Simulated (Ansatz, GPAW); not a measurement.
This is a calculation of C for Ansatz 0.2.0. Atoms were shifted at random by some hundredths of an Å from the given cell, which wasn't relaxed again for these runs. This isn't the form of C at room conditions, which is graphite.

input.yaml

```yaml
crystal:
  lattice:
    - [0.0, 1.78337, 1.78337]
    - [1.78337, 0.0, 1.78337]
    - [1.78337, 1.78337, 0.0]
  atoms:
    - { symbol: C, position: [0.747776, 0.753063, 0.754163] }
    - { symbol: C, position: [0.489281, 0.498603, 0.493599] }
hamiltonian:
  xc: pbesol
  pseudopotentials: { kind: paw }
kpoints:
  mp_grid: { grid: [13, 13, 13] }
scf:
  occupations: { method: fermi_dirac, width: 0.05 }
output:
  forces: true
  stress: true
  eigenvalues: true
  write_density: true
  write_potential: true
  elf: true
  volumetric_format: npy
```

Potentials or basis: Ansatz PAW.

The run is started by

```bash
$ ansatz run input.yaml --threads 1 --pin off --max-ram 3584MiB --backend cpu --events-out ev --progress --plain --runs-dir out
```

Set up the same calculation for GPAW 26.7.0 (ASE script). Potentials or basis there: PAW data sets generated for this functional, cutoff 800 eV.

As run (cutoffs and basis follow the program's own potentials, and thresholds, step limits or extra output files can differ):

run.py

```python
from ase import Atoms
from ase.dft.bandgap import bandgap
from ase.io import write
from ase.units import GPa
from gpaw import GPAW, PW, setup_paths

setup_paths.insert(0, '.')

atoms = Atoms(['C', 'C'],
              cell=[[0.0, 1.78337, 1.78337],
                    [1.78337, 0.0, 1.78337],
                    [1.78337, 1.78337, 0.0]],
              scaled_positions=[[0.747776, 0.753063, 0.754163],
                                [0.489281, 0.498603, 0.493599]],
              pbc=True)

calc = GPAW(mode=PW(800),
            xc='PBEsol',
            kpts={'size': (13, 13, 13), 'gamma': True},
            occupations={'name': 'fermi-dirac', 'width': 0.05},
            nbands=11,
            convergence={'density': 1e-05, 'energy': 1e-05},
            maxiter=150,
            txt='gpaw.txt')
atoms.calc = calc
energy = atoms.get_potential_energy()
forces = atoms.get_forces()
stress = atoms.get_stress()
calc.write('gs.gpw')
write('result.traj', atoms)
print(f'Energy: {energy:.6f} eV')
print('Forces (eV/A):')
print(forces.round(4))
print('Stress (GPa):', (stress / GPa).round(3))
print('Fermi level:', round(calc.get_fermi_level(), 4), 'eV')
print(f'Gap: {bandgap(calc)[0]:.4f} eV, direct: {bandgap(calc, direct=True)[0]:.4f} eV')
```

Potentials or basis: PAW data sets generated in the run's folder for this functional, pw.

Launch:

```console
$ gpaw-setup -f PBEsol C
$ OMP_NUM_THREADS=1 python run.py
```

Both were run:

|  | Ansatz | GPAW |
| --- | --- | --- |
| Pressure | -4.0 GPa | -4.4 GPa |
| Largest force | 1.653 eV/Å | 1.654 eV/Å |
| Energy over the undisturbed cell | 20.9 meV/atom | 20.9 meV/atom |

Ansatz's pressure holds a Pulay term of +1.04 GPa for its cutoff of 420 eV, which the other run lacks.

Ansatz's potentials were made for PBE.

Where Ansatz's input types no cutoff or centring, it takes its own default and a Γ-centred mesh.

Pressure is positive in compression.
